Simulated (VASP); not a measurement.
# PbSe in VASP 6.6.1, single-point calculation

INCAR

```
LASPH = .TRUE.
LCHARG = .FALSE.
NBANDS = 17
LREAL = .FALSE.
EDIFF = 0.001
ENCUT = 520
SIGMA = 0.02
PREC = Accurate
MAGMOM = -3 -3
ISPIN = 2
ISMEAR = -1
GGA = PE
IBRION = -1
NELM = 120
NSW = 0
LWAVE = .FALSE.
ISIF = 2
```

KPOINTS

```
KPOINTS created by Atomic Simulation Environment
0
Gamma
8 8 8
0 0 0
```

POSCAR

```
Pb Se
 1.0000000000000000
     0.0000000000000000    3.0838099359000002    3.0696893647999999
     3.0838099359000002    0.0000000000000000    3.0696893647999999
     3.0838099359000002    3.0838099359000002    0.0000000000000000
 Pb  Se
   1   1
Cartesian
  0.0000000000000000  0.0000000000000000  0.0000000000000000
  3.0838099359000002  3.0838099359000002  3.0696893648000008
```

The recommended PBE PAW datasets give the neutral cell 20 valence electrons.

Command

```
mpirun -np 1 vasp_std
```

Problem. Predict the outcome of this run.

Solution. It converged. Results: pressure 1.7 GPa; magnetic moment of the cell 0.01 μB.

OSZICAR

```
N       E                     dE             d eps       ncg     rms          rms(c)
DAV:   1     0.159080778047E+03    0.15908E+03   -0.95041E+03  4020   0.121E+03
DAV:   2     0.584249261264E+01   -0.15324E+03   -0.14841E+03  4226   0.307E+02
DAV:   3    -0.535896416377E+01   -0.11201E+02   -0.11079E+02  5179   0.885E+01
DAV:   4    -0.562868876952E+01   -0.26972E+00   -0.26944E+00  4905   0.152E+01
DAV:   5    -0.563808871465E+01   -0.93999E-02   -0.93994E-02  5888   0.277E+00    0.148E+01
DAV:   6    -0.809851870462E+01   -0.24604E+01   -0.14084E+00  5130   0.694E+00    0.488E+00
DAV:   7    -0.819147984236E+01   -0.92961E-01   -0.21226E-01  4377   0.315E+00    0.133E+00
DAV:   8    -0.819074267219E+01    0.73717E-03   -0.20925E-02  5041   0.899E-01    0.726E-01
DAV:   9    -0.819070044801E+01    0.42224E-04   -0.30393E-03  5042   0.453E-01
   1 F= -.81907004E+01 E0= -.81906998E+01  d E =-.132694E-05  mag=     0.0131
```

For comparison, a separate PBE run of the intended cell, on usual settings and not on those above, gives a gap of 0.35 eV on its mesh and a pressure of 1.4 GPa.
